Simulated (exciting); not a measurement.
# CdS (Greenockite) (P6_3mc) in exciting: single point with PBE

Aim: the single point of CdS (Greenockite) with PBE.

Program: exciting (release sodium). These are calculated values, not measurements. Logs are shortened: lines on timing, memory, paths and dates and some standing lists are left out, and cuts for length are marked.

**What was measured.**

“Isotope dependence of band-gap energy”, 2008, arxiv:0807.2152 quotes, for a bulk crystal of CdS: band gap 2.5809 ± 0.0002 eV.

The results are compared with them further down.

## (1) Starting point

Symmetry: P6_3mc, No. 186, hexagonal system. The conventional cell has a = 4.150 Å, b = 4.150 Å, c = 6.737 Å, α = 90.00°, β = 90.00°, γ = 120.00°. Around Cd (site symmetry 3m) lie 4 S at 2.53 to 2.54 Å. S (site symmetry 3m) has 4 Cd at 2.53 to 2.54 Å as nearest neighbours.

## (2) Single point, PBE

Contents of input.xml:

```xml
<input>
  <title>CdS</title>
  <structure speciespath="./" tshift="false">
    <crystal scale="1">
      <basevect>7.842363417197 0.000000000000 0.000000000000</basevect>
      <basevect>-3.921181708598 6.791685944992 0.000000000000</basevect>
      <basevect>0.000000000000 0.000000000000 12.731084901604</basevect>
    </crystal>
    <species speciesfile="Cd.xml" rmt="2.3">
      <atom coord="0.666666666700 0.333333333300 0.500000000000"/>
      <atom coord="0.333333333300 0.666666666700 0.000000000000"/>
    </species>
    <species speciesfile="S.xml" rmt="1.9">
      <atom coord="0.666666666700 0.333333333300 0.875000000000"/>
      <atom coord="0.333333333300 0.666666666700 0.375000000000"/>
    </species>
  </structure>
  <groundstate do="fromscratch" ngridk="7 7 4" rgkmax="7.5" gmaxvr="14" lmaxapw="10" lmaxmat="10" lmaxvr="8" xctype="GGA_PBE" stype="Gaussian" swidth="0.00040424" nempty="14" ValenceRelativity="iora*" epsengy="1e-05" epspot="1e-05" maxscl="60" tforce="true" outputlevel="low"/>
</input>
```

Potentials or basis: all-electron LAPW+lo, shipped species files, valence relativity iora*.

The run is started by

```console
$ OMP_NUM_THREADS=1 exciting_smp
```

INFO.OUT:

```text
================================================================================
EXCITING SODIUM started
All units are atomic (Hartree, Bohr, etc.)
================================================================================

********************************************************************************
* Ground-state run starting from atomic densities                              *
********************************************************************************

++++++++++++++++++++++++++++++++++++++++++++++++++++++++++++++++++++++++++++++++
+ Starting initialization                                                      +
++++++++++++++++++++++++++++++++++++++++++++++++++++++++++++++++++++++++++++++++

 Lattice vectors (cartesian) :
      7.8423634172      0.0000000000      0.0000000000
     -3.9211817086      6.7916859450      0.0000000000
      0.0000000000      0.0000000000     12.7310849016

 Reciprocal lattice vectors (cartesian) :
      0.8011851750      0.4625644765     -0.0000000000
      0.0000000000      0.9251289530      0.0000000000
      0.0000000000     -0.0000000000      0.4935310192

 Unit cell volume                           :     678.0941123847
 Brillouin zone volume                      :       0.3658049951

 Species :    1 (Cd)
     parameters loaded from                 :    Cd.xml
     name                                   :    cadmium

     atomic positions (lattice) :
       1 :   0.66666667  0.33333333  0.50000000
       2 :   0.33333333  0.66666667  0.00000000

 Species :    2 (S)
     parameters loaded from                 :    S.xml
     name                                   :    sulphur

     atomic positions (lattice) :
       1 :   0.66666667  0.33333333  0.87500000
       2 :   0.33333333  0.66666667  0.37500000

 Total number of atoms per unit cell        :       4

 Spin treatment                             :    spin-unpolarised

 Number of Bravais lattice symmetries       :      24
 Number of crystal symmetries               :       6

 k-point grid                               :       7    7    4
 Total number of k-points                   :      48
 k-point set is reduced with crystal symmetries

 R^MT_min * |G+k|_max (rgkmax)              :       7.50000000

 G-vector grid sizes                        :      36    36    60
 Total number of G-vectors                  :   31395

 Total nuclear charge                       :    -128.00000000
 Total electronic charge                    :     128.00000000

 Number of empty states                     :      14
 Total number of valence states             :      39

 Exchange-correlation type                  :      20
     Perdew-Burke-Ernzerhof, Phys. Rev. Lett. 77, 3865 (1996)
     Generalised gradient approximation (GGA)

 Smearing scheme                            :    Gaussian
 Smearing width                             :       0.00040424

++++++++++++++++++++++++++++++++++++++++++++++++++++++++++++++++++++++++++++++++
+ Ending initialization                                                        +
++++++++++++++++++++++++++++++++++++++++++++++++++++++++++++++++++++++++++++++++

********************************************************************************
* Groundstate module started                                                   *
********************************************************************************
 Output level for this task is set to low

++++++++++++++++++++++++++++++++++++++++++++++++++++++++++++++++++++++++++++++++
+ Self-consistent loop started                                                 +
++++++++++++++++++++++++++++++++++++++++++++++++++++++++++++++++++++++++++++++++
 Density and potential initialised from atomic data

++++++++++++++++++++++++++++++++++++++++++++++++++++++++++++++++++++++++++++++++
+ SCF iteration number :    1                                                  +
++++++++++++++++++++++++++++++++++++++++++++++++++++++++++++++++++++++++++++++++
 Total energy                               :    -11985.14090303
 _______________________________________________________________
 Fermi energy                               :         0.12084342
 DOS at Fermi energy (states/Ha/cell)       :         0.00000000
 Electron charge: Core leakage              :         0.00344188

 Estimated fundamental gap                  :         0.06787912
        valence-band maximum at    1      0.0000  0.0000  0.0000
     conduction-band minimum at    1      0.0000  0.0000  0.0000

++++++++++++++++++++++++++++++++++++++++++++++++++++++++++++++++++++++++++++++++
+ SCF iteration number :    2                                                  +
++++++++++++++++++++++++++++++++++++++++++++++++++++++++++++++++++++++++++++++++
 Total energy                               :    -11990.26403128
 _______________________________________________________________
 Fermi energy                               :         0.13007686
 DOS at Fermi energy (states/Ha/cell)       :         0.00000000
 Electron charge: Core leakage              :         0.00342177

 Estimated fundamental gap                  :         0.05444056
        valence-band maximum at    1      0.0000  0.0000  0.0000
     conduction-band minimum at    1      0.0000  0.0000  0.0000

 RMS change in effective potential (target) :  0.613031E-01  ( 0.100000E-04)
 Absolute change in total energy   (target) :   5.12313      ( 0.100000E-04)
 Charge distance                   (target) :  0.603015E-02  ( 0.100000E-04)
 Abs. change in max-nonIBS-force   (target) :  0.121680E-01  ( 0.500000E-04)
[... 248 lines left out ...]
 RMS change in effective potential (target) :  0.107095E-07  ( 0.100000E-04)
 Absolute change in total energy   (target) :  0.339063E-05  ( 0.100000E-04)
 Charge distance                   (target) :  0.475393E-08  ( 0.100000E-04)
 Abs. change in max-nonIBS-force   (target) :  0.808221E-06  ( 0.500000E-04)

++++++++++++++++++++++++++++++++++++++++++++++++++++++++++++++++++++++++++++++++
+ SCF iteration number :   17                                                  +
++++++++++++++++++++++++++++++++++++++++++++++++++++++++++++++++++++++++++++++++
 Total energy                               :    -11990.53434062
 _______________________________________________________________
 Fermi energy                               :         0.13474977
 DOS at Fermi energy (states/Ha/cell)       :         0.00000000
 Electron charge: Core leakage              :         0.00341105

 Estimated fundamental gap                  :         0.04382598
        valence-band maximum at    1      0.0000  0.0000  0.0000
     conduction-band minimum at    1      0.0000  0.0000  0.0000

 RMS change in effective potential (target) :  0.226465E-08  ( 0.100000E-04)
 Absolute change in total energy   (target) :  0.135951E-05  ( 0.100000E-04)
 Charge distance                   (target) :  0.186521E-08  ( 0.100000E-04)
 Abs. change in max-nonIBS-force   (target) :  0.242503E-06  ( 0.500000E-04)

++++++++++++++++++++++++++++++++++++++++++++++++++++++++++++++++++++++++++++++++
| Convergency criteria checked for the last 2 iterations                       +
| Convergence targets achieved. Performing final SCF iteration                 +
++++++++++++++++++++++++++++++++++++++++++++++++++++++++++++++++++++++++++++++++
 Total energy                               :    -11990.53434098
 _______________________________________________________________
 Fermi energy                               :         0.13474977
 DOS at Fermi energy (states/Ha/cell)       :         0.00000000
 Electron charge: Core leakage              :         0.00341105

 Estimated fundamental gap                  :         0.04382598
        valence-band maximum at    1      0.0000  0.0000  0.0000
     conduction-band minimum at    1      0.0000  0.0000  0.0000

++++++++++++++++++++++++++++++++++++++++++++++++++++++++++++++++++++++++++++++++
+ Self-consistent loop stopped                                                 +
++++++++++++++++++++++++++++++++++++++++++++++++++++++++++++++++++++++++++++++++
 STATE.OUT is written

--------------------------------------------------------------------------------
- Writing atomic positions and forces                                          -
--------------------------------------------------------------------------------

 Atomic positions (lattice) :
 atom     1  Cd  :     0.66666667    0.33333333    0.50000000
 atom     2  Cd  :     0.33333333    0.66666667    0.00000000
 atom     3   S  :     0.66666667    0.33333333    0.87500000
 atom     4   S  :     0.33333333    0.66666667    0.37500000

 Total atomic forces including IBS (cartesian) :
 atom     1  Cd  :    -0.00000000   -0.00000000   -0.00132245
 atom     2  Cd  :     0.00000000    0.00000000   -0.00129739
 atom     3   S  :     0.00000000    0.00000000    0.00132668
 atom     4   S  :     0.00000000   -0.00000000    0.00129316

 Atomic force components including IBS (cartesian) :
 atom     1  Cd  :    -0.00000000    0.00000000    0.01441354   HF force
                 :     0.00000000    0.00000000   -0.01621544   core correction
                 :    -0.00000000    0.00000000    0.00047945   IBS correction
 atom     2  Cd  :     0.00000000    0.00000000    0.01444301   HF force
                 :    -0.00000000    0.00000000   -0.01619320   core correction
                 :     0.00000000   -0.00000000    0.00045280   IBS correction
 atom     3   S  :    -0.00000000    0.00000000   -0.01441715   HF force
                 :     0.00000000    0.00000000    0.01621465   core correction
                 :    -0.00000000   -0.00000000   -0.00047082   IBS correction
 atom     4   S  :    -0.00000000    0.00000000   -0.01443940   HF force
                 :    -0.00000000    0.00000000    0.01619399   core correction
                 :     0.00000000    0.00000000   -0.00046142   IBS correction

********************************************************************************
* Groundstate module stopped                                                   *
********************************************************************************

================================================================================
| EXCITING SODIUM stopped                                                      =
================================================================================
```

Wall time 14 min (1 thread of Arm Neoverse V2, shared host); peak memory 0.23 GiB.

What came out:

```yaml
Free_energy: -326279.0612 eV
Largest_force: 0.068 eV/Å
Band_gap_on_the_k_mesh: 1.19 eV, direct
```

Forces in eV/Å, atoms in the order of the input:
```
Cd   0.000  0.000 -0.068
Cd   0.000  0.000 -0.067
S    0.000  0.000  0.068
S    0.000  0.000  0.066
```

## (3) Comparison with measurements

Step 2. Against the measured gap of CdS, 2.5809 eV (quoted in “Isotope dependence of band-gap energy”, 2008, arxiv:0807.2152), the calculated 1.19 eV is off by -1.39 eV. So large a miss can be the level of theory's own, or it may mean another phase, state or a wrong row. Spin-orbit coupling on Cd is left out. The value is that of PBE, without temperature or zero-point motion. Semilocal functionals fall short of measured gaps as a rule.
